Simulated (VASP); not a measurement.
# Si2Mo (P6_222) in VASP: settings compared

One crystal, Si2Mo, is run at these levels: PBEsol, LDA, PBE; tasks: dielectric tensor, single point, equation of state.

Everything below comes from runs of VASP 6.6.1. Logs are shortened: lines on timing, memory, paths and dates and some standing lists are left out, and cuts for length are marked.

### 1 The crystal as given

The structure is hexagonal, space group P6_222 (No. 180). The conventional cell has a = 4.585 Å, b = 4.585 Å, c = 6.580 Å, α = 90.00°, β = 90.00°, γ = 120.00°. Around Mo (site symmetry 222) lie 10 Si at 2.57 to 2.67 Å. Si (site symmetry 2) is surrounded by 5 Si at 2.55 to 2.67 Å and 5 Mo at 2.57 to 2.67 Å.

Measurements of this composition are mostly on another form, of space group No. 139.

### 2 Dielectric tensor, PBEsol

File INCAR:

```
PREC = Accurate
ENCUT = 520
EDIFF = 1E-8
ISMEAR = 0
SIGMA = 0.02
LREAL = False
LASPH = True
NELM = 60
ALGO = Fast
ISIF = 2
LWAVE = False
LCHARG = False
GGA = PS
LEPSILON = True
KPAR = 4
```

File KPOINTS:

```
regular mesh
0
Gamma
  8 8 4
```

File POSCAR:

```
Si2Mo
1.0
    4.5854715599      0.0000000000      0.0000000000
   -2.2927357800      3.9711348592      0.0000000000
    0.0000000000      0.0000000000      6.5797601000
Mo Si
3 6
Direct
    0.5000000000      0.5000000000      0.8333333333
    0.0000000000      0.5000000000      0.1666666667
    0.5000000000      0.0000000000      0.5000000000
    0.1638729800      0.3277459600      0.5000000000
    0.6722540400      0.8361270200      0.1666666667
    0.8361270200      0.1638729800      0.8333333333
    0.8361270200      0.6722540400      0.5000000000
    0.3277459600      0.1638729800      0.1666666667
    0.1638729800      0.8361270200      0.8333333333
```

Potentials or basis: VASP PAW PBE potentials, release 64 (Mo_sv, Si).

The run is started by

```console
> cat potpaw_PBE.64/Mo_sv/POTCAR potpaw_PBE.64/Si/POTCAR > POTCAR
> mpirun -np 4 vasp_std > vasp.out
```

OUTCAR:

```text
PREC = Accurate
   ENCUT = 520
   EDIFF = 1E-8
   ISMEAR = 0
   LREAL = False
   LASPH = True
   NELM = 60
   ISIF = 2
   GGA = PS
   LEPSILON = True

 ion  position               nearest neighbor table
   1  0.500  0.500  0.833-   4 2.57   7 2.57   5 2.57   8 2.57   9 2.64   6 2.64   9 2.64   6 2.64
                             6 2.67   9 2.67   3 3.17   3 3.17   2 3.17   2 3.17
   2  0.000  0.500  0.167-   4 2.57   7 2.57   6 2.57   9 2.57   8 2.64   5 2.64   5 2.64   8 2.64
                             5 2.67   8 2.67   3 3.17   3 3.17   1 3.17   1 3.17
   3  0.500  0.000  0.500-   6 2.57   9 2.57   8 2.57   5 2.57   4 2.64   7 2.64   7 2.64   4 2.64
                             4 2.67   7 2.67   2 3.17   2 3.17   1 3.17   1 3.17
   4  0.164  0.328  0.500-   6 2.55   8 2.55   1 2.57   2 2.57   7 2.60   3 2.64   3 2.64   3 2.67
                             7 2.67   7 2.67   5 3.15   9 3.15
   5  0.672  0.836  0.167-   7 2.55   6 2.55   3 2.57   1 2.57   8 2.60   2 2.64   2 2.64   2 2.67
                             8 2.67   8 2.67   4 3.15   9 3.15
   6  0.836  0.164  0.833-   4 2.55   5 2.55   3 2.57   2 2.57   9 2.60   1 2.64   1 2.64   1 2.67
                             9 2.67   9 2.67   7 3.15   8 3.15
   7  0.836  0.672  0.500-   9 2.55   5 2.55   1 2.57   2 2.57   4 2.60   3 2.64   3 2.64   3 2.67
                             4 2.67   4 2.67   8 3.15   6 3.15
   8  0.328  0.164  0.167-   4 2.55   9 2.55   3 2.57   1 2.57   5 2.60   2 2.64   2 2.64   2 2.67
                             5 2.67   5 2.67   7 3.15   6 3.15
   9  0.164  0.836  0.833-   7 2.55   8 2.55   3 2.57   2 2.57   6 2.60   1 2.64   1 2.64   1 2.67
                             6 2.67   6 2.67   4 3.15   5 3.15

  LATTYP: Found a hexagonal cell.
 ALAT       =     4.5854715599
 C/A-ratio  =     1.4349146024

  Lattice vectors:

 A1 = (   4.5854715599,   0.0000000000,   0.0000000000)
 A2 = (  -2.2927357800,   3.9711348592,   0.0000000000)
 A3 = (   0.0000000000,   0.0000000000,   6.5797601000)

Analysis of symmetry for initial positions (statically):
=====================================================================
 Subroutine PRICEL returns:
 Original cell was already a primitive cell.

 Routine SETGRP: Setting up the symmetry group for a
 hexagonal supercell.

 Subroutine GETGRP returns: Found 12 space group operations
 (whereof  4 operations were pure point group operations)
 out of a pool of 24 trial point group operations.

The static configuration has the point symmetry D_2 .
 The point group associated with its full space group is D_6 .

Analysis of symmetry for dynamics (positions and initial velocities):
=====================================================================
 Subroutine PRICEL returns:
 Original cell was already a primitive cell.

 Routine SETGRP: Setting up the symmetry group for a
 hexagonal supercell.

 Subroutine GETGRP returns: Found 12 space group operations
 (whereof  4 operations were pure point group operations)
 out of a pool of 24 trial point group operations.

The dynamic configuration has the point symmetry D_2 .
 The point group associated with its full space group is D_6 .

 Subroutine INISYM returns: Found 12 space group operations
 (whereof  4 operations are pure point group operations),
 and found     1 'primitive' translations

----------------------------------------------------------------------------------------

                                     Primitive cell

  volume of cell :     119.8143

  direct lattice vectors                    reciprocal lattice vectors
     4.585471560  0.000000000  0.000000000     0.218080079  0.125908592  0.000000000
    -2.292735780  3.971134859  0.000000000     0.000000000  0.251817185  0.000000000
     0.000000000  0.000000000  6.579760100     0.000000000  0.000000000  0.151981225

  length of vectors
     4.585471560  4.585471560  6.579760100     0.251817185  0.251817185  0.151981225

  position of ions in fractional coordinates (direct lattice)
     0.500000000  0.500000000  0.833333333
     1.000000000  0.500000000  0.166666667
[... 1149 lines left out ...]

 [... further k-points ...]

  FORCE on cell =-STRESS in cart. coord.  units (eV):
  Direction    XX          YY          ZZ          XY          YZ          ZX
  --------------------------------------------------------------------------------------
  -------------------------------------------------------------------------------------
  Total       -0.8355644     -0.8355644     -0.8629676      0.0000000      0.0000000      0.0000000
  in kB      -11.1733097    -11.1733097    -11.5397493      0.0000000      0.0000000      0.0000000
  external PRESSURE =     -11.2954562 kB  Pullay stress =       0.0000000 kB

 VOLUME and BASIS-vectors are now :
 -----------------------------------------------------------------------------
  energy-cutoff  :      520.00
  volume of cell :      119.81
      direct lattice vectors                 reciprocal lattice vectors
     4.585471560  0.000000000  0.000000000     0.218080079  0.125908592  0.000000000
    -2.292735780  3.971134859  0.000000000     0.000000000  0.251817185  0.000000000
     0.000000000  0.000000000  6.579760100     0.000000000  0.000000000  0.151981225

 POSITION                                       TOTAL-FORCE (eV/Angst)
 -----------------------------------------------------------------------------------
      1.14637      1.98557      5.48313        -0.000000      0.000000     -0.000000
     -1.14637      1.98557      1.09663        -0.000000     -0.000000      0.000000
      2.29274      0.00000      3.28988        -0.000000      0.000000     -0.000000
     -0.00000      1.30152      3.28988        -0.000000      0.038810     -0.000000
      1.16558      3.32037      1.09663        -0.033610     -0.019405     -0.000000
      3.45832      0.65076      5.48313        -0.033610      0.019405     -0.000000
      2.29274      2.66961      3.28988         0.000000     -0.038810     -0.000000
      1.12715      0.65076      1.09663         0.033610      0.019405     -0.000000
     -1.16558      3.32037      5.48313         0.033610     -0.019405     -0.000000
 -----------------------------------------------------------------------------------
    total drift:                               -0.000000     -0.000000      0.000001

  FREE ENERGIE OF THE ION-ELECTRON SYSTEM (eV)
  ---------------------------------------------------
  free  energy   TOTEN  =       -74.9846569464 eV

  energy  without entropy=      -74.9845469591  energy(sigma->0) =      -74.98460195

 HEAD OF MICROSCOPIC STATIC DIELECTRIC TENSOR (INDEPENDENT PARTICLE, excluding Hartree and local field effects)
 ------------------------------------------------------
          30.421236    -0.000000     0.000000
          -0.000000    30.421236     0.000000
           0.000000    -0.000000    27.610056
 ------------------------------------------------------

 Free energy of the ion-electron system (eV)
  ---------------------------------------------------
  ---------------------------------------------------
  free energy    TOTEN  =        -9.66030581 eV

  energy without entropy =       -9.66030581

------------------------ aborting loop because EDIFF is reached ----------------------------------------

--------------------------------------- Ionic step        2  -------------------------------------------

------------------------ aborting loop because EDIFF is reached ----------------------------------------

--------------------------------------- Ionic step        3  -------------------------------------------

 Free energy of the ion-electron system (eV)
  ---------------------------------------------------
  ---------------------------------------------------
  free energy    TOTEN  =        -8.65932254 eV

  energy without entropy =       -8.65932254

------------------------ aborting loop because EDIFF is reached ----------------------------------------

 PIEZOELECTRIC TENSOR FIELD DIRECTION 3  (e Angst)
 -----------------------------------------------------------------------------
     0.01074 -0.00000 -0.00000           ( -0.00001  0.00000 -0.00000)
     0.00000  0.01074  0.00000           (  0.00000 -0.00001  0.00000)
     0.00000  0.00000 -0.00364           (  0.00000  0.00000  0.00001)

 PIEZOELECTRIC TENSOR FIELD DIRECTION 3  (C/m^2)
 -----------------------------------------------------------------------------
     0.00144 -0.00000 -0.00000
     0.00000  0.00144  0.00000
     0.00000  0.00000 -0.00049

 MACROSCOPIC STATIC DIELECTRIC TENSOR (including local field effects in DFT)
 ------------------------------------------------------
          29.537264    -0.000000     0.000000
          -0.000000    29.537264     0.000000
           0.000000     0.000000    26.773600
 ------------------------------------------------------

 PIEZOELECTRIC TENSOR (including local field effects)  for field in x, y, z        (e  Angst)
          XX          YY          ZZ          XY          YZ          ZX
  --------------------------------------------------------------------------------
  x    -0.00000     0.00000     0.00000     0.00000    -3.35788     0.00000
  y     0.00000     0.00000     0.00000     0.00000     0.00000     3.35788
  z     0.00000    -0.00000     0.00000     0.00000     0.00000     0.00000

 PIEZOELECTRIC TENSOR (including local field effects)  for field in x, y, z        (C/m^2)
          XX          YY          ZZ          XY          YZ          ZX
  --------------------------------------------------------------------------------
  x    -0.00000     0.00000     0.00000     0.00000    -0.44902     0.00000
  y     0.00000     0.00000     0.00000     0.00000     0.00000     0.44902
  z     0.00000    -0.00000     0.00000     0.00000     0.00000     0.00000

 BORN EFFECTIVE CHARGES (including local field effects) (in |e|, cummulative output)
 ---------------------------------------------------------------------------------
 ion    1
    1    -8.34354     0.43240     0.00000
    2     0.43240    -7.84425     0.00000
    3     0.00000     0.00000    -7.90175
 ion    2
    1    -8.34354    -0.43240     0.00000
    2    -0.43240    -7.84425     0.00000
    3     0.00000    -0.00000    -7.90175
 ion    3
    1    -7.59461     0.00000     0.00000
    2     0.00000    -8.59319     0.00000
    3     0.00000    -0.00000    -7.90175
 ion    4
    1     4.15916    -0.00000     0.67618
    2    -0.00000     3.93473     0.00000
    3     1.18324     0.00000     3.95088
 ion    5
[... 4 lines left out ...]
    1     3.99084     0.09718     0.33809
    2     0.09718     4.10306     0.58559
    3     0.59162     1.02472     3.95088
 ion    7
    1     4.15916    -0.00000    -0.67618
    2    -0.00000     3.93473     0.00000
    3    -1.18324     0.00000     3.95088
 ion    8
    1     3.99084    -0.09718     0.33809
    2    -0.09718     4.10306    -0.58559
    3     0.59162    -1.02472     3.95088
 ion    9
    1     3.99084     0.09718    -0.33809
    2     0.09718     4.10306    -0.58559
    3    -0.59162    -1.02472     3.95088
```

Run time: 9.7 min. Hardware: 4 MPI ranks of Intel Xeon 6975P-C (Granite Rapids), shared host; peak memory 0.88 GiB.

What came out:

```
Band gap on the k mesh                  : 0.04 eV, indirect (least direct gap 0.53 eV)
Electronic dielectric tensor (diagonal) : 29.54, 29.54, 26.77
Born charges (mean of the diagonal)     : Mo -8.03; Si +4.01 e
```

Electronic dielectric tensor:
```
29.54  0.00  0.00
 0.00 29.54  0.00
 0.00  0.00 26.77
```

Born effective charge tensors (e):
atom 1, Mo
```
-8.34  0.43  0.00
 0.43 -7.84  0.00
 0.00  0.00 -7.90
```
atom 2, Mo
```
-8.34 -0.43  0.00
-0.43 -7.84  0.00
 0.00  0.00 -7.90
```
atom 3, Mo
```
-7.59  0.00  0.00
 0.00 -8.59  0.00
 0.00  0.00 -7.90
```
atom 4, Si
```
4.16 0.00 0.68
0.00 3.93 0.00
1.18 0.00 3.95
```
atom 5, Si
```
 3.99 -0.10 -0.34
-0.10  4.10  0.59
-0.59  1.02  3.95
```
atom 6, Si
```
3.99 0.10 0.34
0.10 4.10 0.59
0.59 1.02 3.95
```
atom 7, Si
```
 4.16  0.00 -0.68
 0.00  3.93  0.00
-1.18  0.00  3.95
```
atom 8, Si
```
 3.99 -0.10  0.34
-0.10  4.10 -0.59
 0.59 -1.02  3.95
```
atom 9, Si
```
 3.99  0.10 -0.34
 0.10  4.10 -0.59
-0.59 -1.02  3.95
```

Caveat: the gap is small at this level, which inflates the dielectric constant; the PAW data sets were made with another functional, which shifts forces and pressure a little. A hybrid or GW would open this gap; PBEsol tends to underestimate it.

(Part 1 of 3 ends here.)
